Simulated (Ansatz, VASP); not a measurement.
# AlN: VASP beside Ansatz, part 2 of 2

Aim: how closely do two programs agree when they are given the same cell, functional and k mesh? The cell is taken from a series of runs on this material, whose earlier steps may have relaxed, scaled, displaced or heated it; both programs get it as it stands.

VASP 6.6.1 and Ansatz 0.2.0.

So far: The structure; VASP: zone-centre phonons, LDA, pair 1.

**3. Ansatz: zone-centre phonons, LDA, pair 1**

Level of this step: Ansatz beside VASP: Kohn-Sham DFT, plane waves, LDA (Ansatz).

Ansatz runs on its PAW soft_1 files.

The same cell, functional (in two slightly different forms) and mesh now go to Ansatz, which takes its cutoff from its data sets.

The input, input.yaml:

```yaml
crystal:
  lattice:
    - [0.0, 2.1491048749, 2.2361759012]
    - [2.1491048749, 0.0, 2.2361759012]
    - [2.1491048749, 2.1491048749, 0.0]
  atoms:
    - { symbol: "N", position: [0.25, 0.25, 0.25] }
    - { symbol: Al, position: [0.0, 0.0, 0.0] }
kpoints:
  mp_grid: { grid: [12, 12, 12] }
hamiltonian:
  xc: lda
  pseudopotentials: { kind: paw, azcp: { folder: soft_1 }, xc_functional: pbe }
scf:
  occupations: { method: fixed }
output:
  eigenvalues: true
phonons:
  method: dfpt
  dielectric: true
  rigid_motions: translations
```

Started as:

```bash
$ ansatz run input.yaml --threads 4 --pin off --max-ram 10240MiB --backend cpu --events-out ev --progress --plain --runs-dir out
```

Numbers of over 12 decimals in the logs are rounded to 6 here.

Log:

```text
Engine: ansatz 0.2.0, aarch64-unknown-linux-gnu
Pseudopotentials: kind: paw
Pseudopotential: N, paw, valence charge 5, recommended cutoff 420 eV (normal), soft_1/N.paw.azcp
Pseudopotential: Al, paw, valence charge 3, recommended cutoff 420 eV (normal), soft_1/Al.paw.azcp
Functional definition: SPW92
  exchange = slater_x
  correlation = pw_c
Crystal: 2 atoms, lattice volume = 20.656 Å³
Basis set: ecut = 420 eV, 403 PW (Γ), exchange–correlation on 48×48×48 points (8 copies of the dense FFT grid, shifted against one another)
Bands: 8, of which v1, the nominal top of the filled ones, is band 4 counted from 1 (3 counted from 0)
Symmetry: 8 space group operations
k-points: 868 of 1728 (irreducible under 1 space group operation, time reversal used)
Non-local potential: N, projectors of the file, l = 0: 2, l = 1: 2, l = 2: 1
Non-local potential: Al, projectors of the file, l = 0: 2, l = 1: 2, l = 2: 1
PAW form: soft (Blöchl's): semilocal exchange-correlation on the pseudo side does not see the compensation charge
PAW frozen core: N, regenerated for the run's functional, and the local potential with it (the file was generated under x = pbe(κ = 0.804, μ = 0.219515), c = pbe(β = 0.066725))
PAW frozen core: Al, regenerated for the run's functional, and the local potential with it (the file was generated under x = pbe(κ = 0.804, μ = 0.219515), c = pbe(β = 0.066725))
PAW one-centre angular grid: N, 110 points (default); XC on 64 Gauss nodes
PAW one-centre angular grid: Al, 110 points (default); XC on 64 Gauss nodes
Initial density: superposition of atomic densities (chi_scale 0.1, normalization cell, long waves kept (reshape's long-wave potential 0.00 eV rms))
Initial wavefunctions: pseudopotential atomic-orbital guess
Functional: x = slater, c = lda
SCF iter   1: F=—  HF=-891.294522 eV  |F-HF|=—  |Δ(HF+E_count)|=         —  Δρ=1.35e-1  dr2=4.59e0  ethr=3.10e-3  ⟨swp⟩=4.1  Hψ=45234  notcnv=0  defer=29
preconditioner: auto → none  [insulator: Δε(μ)=5.491 eV  Ē_g=16.502 eV  n_scr=0 (ndim 8)  ℏωp=23.1 eV  f_vac=0.000  ε∞_Penn≈3.0]
SCF iter   2: F=—  HF=-890.049752 eV  |F-HF|=—  |Δ(HF+E_count)|=    1.24e0  Δρ=7.76e-2  dr2=7.65e-1  ethr=3.10e-3  ⟨swp⟩=2.7  Hψ=21649  notcnv=0  defer=1278
SCF iter   3: F=—  HF=-889.820376 eV  |F-HF|=—  |Δ(HF+E_count)|=   2.29e-1  Δρ=2.20e-2  dr2=5.21e-2  ethr=3.10e-3  ⟨swp⟩=2.4  Hψ=15188  notcnv=0  defer=1540
SCF iter   4: F=—  HF=-889.800160 eV  |F-HF|=—  |Δ(HF+E_count)|=   2.02e-2  Δρ=8.74e-4  dr2=5.00e-5  ethr=6.51e-4  ⟨swp⟩=2.0  Hψ=9895  notcnv=0  defer=1733
SCF iter   5: F=—  HF=-889.800130 eV  |F-HF|=—  |Δ(HF+E_count)|=   2.99e-5  Δρ=2.75e-4  dr2=5.69e-6  ethr=6.25e-7  ⟨swp⟩=2.0  Hψ=10423  notcnv=0  defer=1696
SCF iter   6: F=—  HF=-889.800127 eV  |F-HF|=—  |Δ(HF+E_count)|=   3.41e-6  Δρ=2.58e-5  dr2=6.38e-8  ethr=7.11e-8  ⟨swp⟩=2.0  Hψ=10415  notcnv=0  defer=76
SCF iter   7: F=—  HF=-889.800127 eV  |F-HF|=—  |Δ(HF+E_count)|=   1.36e-7  Δρ=4.35e-6  dr2=1.67e-9  ethr=7.98e-10  ⟨swp⟩=2.0  Hψ=9794  notcnv=0  defer=28
SCF iter   8: F=-889.800127 eV  HF=-889.800127 eV  |F-HF|=4.55e-13  |Δ(HF+E_count)|=  1.71e-10  Δρ=1.33e-7  dr2=1.41e-12  ethr=1.25e-12  ⟨swp⟩=5.8  Hψ=31947  notcnv=0
SCF 1 converged in 8 iterations: F = -889.800127 eV  dr2 = 1.41e-12
  greatest PAW one-centre occupation: 0.782 electrons in one spin orbital (limit 2), on the N atom at site 0 (counted from 0), in its partial waves of l = 0
NSCF: frozen V_eff on 3 k-points
DFPT response loops at Γ: preconditioner auto → none (the input reference at scf.mixing.eps_inf says where Resta's filter doesn't serve); β = 0.50; Broyden in place of MSR1
SCF converged after 8 iterations
Free energy (F): -889.800127 eV
Harris-Foulkes:  -889.800127 eV  (|F-HF|=4.55e-13)
Internal energy: -889.800127 eV  (E = F + TS)
E sigma→0 (E₀):  -889.800127 eV
Fermi energy:    6.836532 eV
--- Per-component energies (eV) ---
  E_band       = 13.920387
  E_kinetic    = 156.351380
  E_local      = -208.788883  (includes V_loc(G=0)·N_el)
  E_nonlocal   = 46.664838
  E_hartree    = 75.926397
  E_xc         = -97.990112
  E_vxc        = -106.661117  (∫ρ·V_xc dr)
  E_paw        = -564.582395  (= ΣΔE_a)
  E_vpaw       = -25.499441  (= ΣTr[D̂ρ^β])
  E_aug_tail   = 0.000815  (compensation charges beyond the density's cutoff)
  E_ewald      = -297.517928
  E_core_change = 0.135761  (= ΣΔE_core)
  E_smearing   = -0.000000  (= −TS)
  E_closure    = 0.000000  (closes the sum)
  Σ components = -889.800127   (vs F -889.800127, Δ=0.00e0)
--- Band table (eV; the first three rows and the last of 868) ---
  k-point 0: bands = ["-8.0990", "6.6456", "6.8255", "6.8255", "11.0592", "19.1936", "19.1936", "19.2275"]
  k-point 1: bands = ["-7.9939", "6.1711", "6.6701", "6.7974", "11.5323", "18.8908", "19.3128", "19.3202"]
  k-point 2: bands = ["-7.6889", "4.9154", "6.5409", "6.7222", "12.4453", "18.2259", "19.2767", "19.4843"]
  k-point 867: bands = ["-5.9582", "0.8346", "6.1044", "6.4518", "14.0401", "16.5897", "17.5203", "18.1553"]
--- Phonons (Γ-DFPT): 4 representative perturbations + reference, on 868 of 1728 k-points (Σ response iterations 12) ---
  k mesh reduced under 1 symmetry operation, with k and −k counted as one. Each operation leaves every solved perturbation unchanged. A smaller set is not considered because the run solves the response to a homogeneous field
  ASR residual: 7.563e-5 → 0.000e0 eV/Å²; symmetrization residual: 8.297e-7 eV/Å²
  ASR residual per site (eV/Å²): 7.56e-5 2.08e-5
  Γ frequencies (cm⁻¹): 0.00 0.00 0.00 648.33 648.33 666.76
  ε∞ (high-frequency dielectric tensor):
        4.568156    -0.000000    -0.000000
       -0.000000     4.568156    -0.000000
        0.000000    -0.000000     4.553576
  ε⁰ (static dielectric tensor: ions relaxed, cell fixed):
        8.531767    -0.000000    -0.000000
       -0.000000     8.531767    -0.000000
       -0.000000    -0.000000     8.387862
  ε⁰ − ε∞ (ionic part):
        3.963611    -0.000000    -0.000000
       -0.000000     3.963611    -0.000000
       -0.000000    -0.000000     3.834286
  softest optical mode at Γ: 648.33 cm⁻¹; the repairs (sum rule, projections) moved no ω² at Γ by more than (1.25 cm⁻¹)²
  Born effective charges Z* (e; rows j = field, columns β = displacement):
    site 0:
        -2.53942    0.00000   -0.00000
         0.00000   -2.53942    0.00000
         0.00000    0.00000   -2.56862
    site 1:
         2.53942   -0.00000    0.00000
        -0.00000    2.53942   -0.00000
        -0.00000   -0.00000    2.56862
  Z* charge neutrality: 8.878e-6 e pre-enforcement
  k-mesh period / interband length: 36.5 Å / 1.72 Å = 21.15 at k = (0.0000, 0.0000, 0.0000), direct gap 4.234 eV — 14 or more, which is no proof of convergence
  optical modes at Γ without the LO–TO term, one row a degenerate level:
      ω (cm⁻¹)  modes    IR ((D/Å)²/amu)
        648.33      2            32.2709
        666.76      1            16.5087
  optical modes at Γ + LO–TO along q̂ = [1.0000, 0.0000, 0.0000]:
      ω (cm⁻¹)  modes    IR ((D/Å)²/amu)
        648.33      1            16.1355
        666.76      1            16.5087
        886.03      1            16.1355
  optical modes at Γ + LO–TO along q̂ = [0.0000, 1.0000, 0.0000]:
      ω (cm⁻¹)  modes    IR ((D/Å)²/amu)
        648.33      1            16.1355
        666.76      1            16.5087
        886.03      1            16.1355
  optical modes at Γ + LO–TO along q̂ = [0.0000, 0.0000, 1.0000]:
      ω (cm⁻¹)  modes    IR ((D/Å)²/amu)
        648.33      2            32.2709
        904.94      1            16.5087
```

Reading the cycles: dr2 is the Hartree energy of the density residual (eV), the measure of convergence; HF is the Harris–Foulkes estimate of the energy, which meets the free energy F at convergence.

**4. Side by side**

Known differences besides the potentials themselves: the two LDA forms differ slightly; fixed occupations in Ansatz, narrow Gaussian smearing in VASP; the cutoff is 420 eV in Ansatz and 600 eV in VASP; VASP's log shows a relativistic correction to its local exchange, Ansatz's none. Total energies have different zeros and are not compared.

Compared:

```tsv
quantity	Ansatz	VASP	difference
ε∞ xx	4.57	4.57	+0.01 %
ε∞ yy	4.57	4.57	+0.01 %
ε∞ zz	4.55	4.55	+0.04 %
Born charge of N1 (mean of the diagonal) (e)	-2.55	-2.53	-0.01
Born charge of Al2 (mean of the diagonal) (e)	2.55	2.53	+0.01
optical mode 1 to 2 (cm⁻¹)	648.3	653.8	-0.83 %
optical mode 3 (cm⁻¹)	666.8	672.5	-0.86 %
```

Modes are paired by rising frequency, not by their patterns, so a pair may set unlike modes beside each other; they are those without the splitting of longitudinal modes.

**5. VASP: zone-centre phonons, LDA, pair 2**

Second derivatives magnify differences that forces hide, and they need a tight electronic threshold. The cell compared in this pair holds 20.73 Å³, against 20.66 Å³ for the pair before.

The input, INCAR:

```
SYSTEM = AlN
PREC = Accurate
ENCUT = 600
EDIFF = 1E-08
NELM = 120
ISMEAR = 0
SIGMA = 0.01
LREAL = .FALSE.
ALGO = Normal
GGA = CA
NBANDS = 10
LORBIT = 11
LWAVE = .FALSE.
LCHARG = .FALSE.
ISIF = 2
IBRION = 8
LEPSILON = .TRUE.
LASPH = .TRUE.
GGA_COMPAT = .FALSE.
EFERMI = MIDGAP
KPAR = 2
```

The input, POSCAR:

```
AlN
1.0
    0.0000000000      2.1423551838      2.2578863468
    2.1423551838      0.0000000000      2.2578863468
    2.1423551838      2.1423551838      0.0000000000
N Al
1 1
Direct
    0.2500000000      0.2500000000      0.2500000000
    0.0000000000      0.0000000000      0.0000000000
```

The input, KPOINTS:

```
Automatic mesh
0
Gamma
12 12 12
0 0 0
```

Potentials, in the order of the species: N and Al (LDA family, release 64).

Started as:

```bash
$ mpirun -np 2 vasp_std
```

Log:

```text
[... set-up lines as in an earlier step ...]
 entering main loop
       N       E                     dE             d eps       ncg     rms          rms(c)
DAV:   1     0.112322700292E+02    0.11232E+02   -0.43753E+03  3356   0.761E+02
DAV:   2    -0.180203995834E+02   -0.29253E+02   -0.28214E+02  3920   0.139E+02
DAV:   3    -0.188888617558E+02   -0.86846E+00   -0.86743E+00  3844   0.232E+01
DAV:   4    -0.188924166615E+02   -0.35549E-02   -0.35547E-02  3664   0.178E+00
[...]
DAV:  10    -0.163571760863E+02   -0.19344E-04   -0.67406E-05  3570   0.632E-02    0.407E-02
DAV:  11    -0.163571746289E+02    0.14574E-05   -0.13317E-06  3668   0.917E-03    0.847E-03
DAV:  12    -0.163571746235E+02    0.53586E-08   -0.38477E-08  3752   0.165E-03
   1 F= -.16357175E+02 E0= -.16357175E+02  d E =0.000000E+00
 Linear response reoptimize wavefunctions to high precision
DAV:   1    -0.163571746187E+02    0.48374E-08   -0.20063E-08  3652   0.935E-04
DAV:   2    -0.163571746187E+02   -0.17621E-10   -0.95906E-11  1890   0.110E-04
 Linear response G [H, r] |phi>, progress :
  Direction:   1
[...]
force on displaced ion       2 direction 1 : -14.207  -0.000  -0.000
 Born effective charge ion    2 direction 1 :   2.525   0.000   0.000
 Linear response progress:
  Degree of freedom:   4/  4
       N       E                     dE             d eps       ncg     rms          rms(c)
RMM:   1    -0.609131115344E-02   -0.60913E-02   -0.19778E-03 13073   0.709E-01
RMM:   2    -0.558307471519E-02    0.50824E-03   -0.22260E-04  8672   0.119E-01    0.908E-02
RMM:   3    -0.548231198164E-02    0.10076E-03   -0.60069E-05  9000   0.523E-02    0.488E-02
RMM:   4    -0.549966292844E-02   -0.17351E-04   -0.49055E-05  8904   0.486E-02    0.794E-03
RMM:   5    -0.550010051421E-02   -0.43759E-06   -0.80455E-07  9093   0.713E-03    0.726E-04
RMM:   6    -0.549925505898E-02    0.84546E-06   -0.61317E-09  9161   0.601E-04    0.324E-04
RMM:   7    -0.549830421032E-02    0.95085E-06   -0.23452E-09  9215   0.380E-04    0.273E-05
RMM:   8    -0.549831922573E-02   -0.15015E-07    0.29467E-11  9426   0.364E-05    0.105E-05
RMM:   9    -0.549831042571E-02    0.88000E-08    0.28590E-11  9740   0.102E-05    0.771E-07
 first order change of Fermi-energy   0.11842E-03
 force on displaced ion       2 direction 3 :   0.000   0.000 -15.291
 Born effective charge ion    2 direction 3 :   0.000   0.000   2.563
 Born effective charges drift removed
 Linear response finished
```

OUTCAR, selected parts (step 5):

```text
  Total        0.0664897      0.0664897     -1.0147536      0.0000000      0.0000000      0.0000000
  in kB        5.1398414      5.1398414    -78.4433578      0.0000000      0.0000000      0.0000000
  external PRESSURE =     -22.7212250 kB  Pullay stress =       0.0000000 kB

 POSITION                                       TOTAL-FORCE (eV/Angst)
 -----------------------------------------------------------------------------------
      1.07118      1.07118      1.12894         0.000000      0.000000     -0.000000
      0.00000      0.00000      0.00000        -0.000000     -0.000000      0.000000
 -----------------------------------------------------------------------------------
    total drift:                               -0.000000     -0.000000      0.000007

 MACROSCOPIC STATIC DIELECTRIC TENSOR (including local field effects in DFT)
 ------------------------------------------------------
           4.580164     0.000000     0.000000
          -0.000000     4.580164    -0.000000
           0.000000     0.000000     4.565263
 ------------------------------------------------------

 MACROSCOPIC STATIC DIELECTRIC TENSOR IONIC CONTRIBUTION
 ------------------------------------------------------
           3.918507    -0.000000     0.000000
          -0.000000     3.918507     0.000000
           0.000000     0.000000     3.749308
 ------------------------------------------------------

[... 1 part as in an earlier step ...]

[... 1 further part left out ...]
```

**6. Ansatz: zone-centre phonons, LDA, pair 2**

The same cell, functional (in two slightly different forms) and mesh now go to Ansatz, which takes its cutoff from its data sets.

The cell is taken from a series of runs on this material, whose earlier steps may have relaxed, scaled, displaced or heated it; both programs get it as it stands.

input.yaml, the sections that differ from step 3:

```yaml
crystal:
  lattice:
    - [0.0, 2.1423551838, 2.2578863468]
    - [2.1423551838, 0.0, 2.2578863468]
    - [2.1423551838, 2.1423551838, 0.0]
  atoms:
    - { symbol: "N", position: [0.25, 0.25, 0.25] }
    - { symbol: Al, position: [0.0, 0.0, 0.0] }
# kpoints, hamiltonian, scf, output, phonons: as in step 3
```

Started as:

```bash
$ ansatz run input.yaml --threads 4 --pin off --max-ram 10240MiB --backend cpu --events-out ev --progress --plain --runs-dir out
```

Log:

```text
[...]
Crystal: 2 atoms, lattice volume = 20.726 Å³
Basis set: ecut = 420 eV, 403 PW (Γ), exchange–correlation on 48×48×48 points (8 copies of the dense FFT grid, shifted against one another)
Bands: 8, of which v1, the nominal top of the filled ones, is band 4 counted from 1 (3 counted from 0)
Symmetry: 8 space group operations
k-points: 868 of 1728 (irreducible under 1 space group operation, time reversal used)
[...]
optical modes at Γ + LO–TO along q̂ = [1.0000, 0.0000, 0.0000]:
      ω (cm⁻¹)  modes    IR ((D/Å)²/amu)
[...]
optical modes at Γ + LO–TO along q̂ = [0.0000, 1.0000, 0.0000]:
      ω (cm⁻¹)  modes    IR ((D/Å)²/amu)
[...]
665.83      1            16.6460
        880.11      1            16.1263
  optical modes at Γ + LO–TO along q̂ = [0.0000, 0.0000, 1.0000]:
      ω (cm⁻¹)  modes    IR ((D/Å)²/amu)
        642.08      2            32.2525
        904.65      1            16.6460
[key lines of the parts left out:]
SCF converged after 8 iterations
Free energy (F): -889.791111 eV
Fermi energy:    6.833458 eV
```

**7. Comparison**

The two programs side by side:

```tsv
quantity	Ansatz	VASP	difference
ε∞ xx	4.58	4.58	+0.00 %
ε∞ yy	4.58	4.58	+0.00 %
ε∞ zz	4.57	4.57	+0.04 %
Born charge of N1 (mean of the diagonal) (e)	-2.55	-2.54	-0.01
Born charge of Al2 (mean of the diagonal) (e)	2.55	2.54	+0.01
optical mode 1 to 2 (cm⁻¹)	642.1	647.4	-0.83 %
optical mode 3 (cm⁻¹)	665.8	671.7	-0.87 %
```

Modes are paired by rising frequency, not by their patterns, so a pair may set unlike modes beside each other; they are those without the splitting of longitudinal modes.

**8. Outcome**

```
r.m.s. difference of the optical zone-centre modes, each program's sorted by frequency (zone-centre phonons, LDA, pair 1) : 5.5 cm⁻¹
difference in optical mode 3 (zone-centre phonons, LDA, pair 1)                                                           : -0.9 %
r.m.s. difference of the optical zone-centre modes, each program's sorted by frequency (zone-centre phonons, LDA, pair 2) : 5.5 cm⁻¹
difference in optical mode 3 (zone-centre phonons, LDA, pair 2)                                                           : -0.9 %
```

**Reading.** The r.m.s. difference of the optical zone-centre modes, each program's sorted by frequency is 5.5 cm⁻¹ (zone-centre phonons, LDA, pair 1). Among the rows given in per cent, the largest difference of the zone-centre phonons, LDA, pair 1 pair is in optical mode 3, -0.9 %. Among the rows given in per cent, the largest difference of the zone-centre phonons, LDA, pair 2 pair is in optical mode 3, -0.9 %. Such differences can come from data sets, numerical settings and the points named under the comparisons, not from the functional's error against experiment.

[Lines on the potential files, build, host, timing and source positions are cut from VASP's logs without a mark.]

[Logs are printed without paths, hosts, clocks, repeated set-up lines and the standing remarks that a program may print on its own settings, such as how far it seeks lower states.]

[Hosts, paths, dates, database ids (printed as entryN), source tags and the programs' standing remarks are cut or masked in the printed files.]
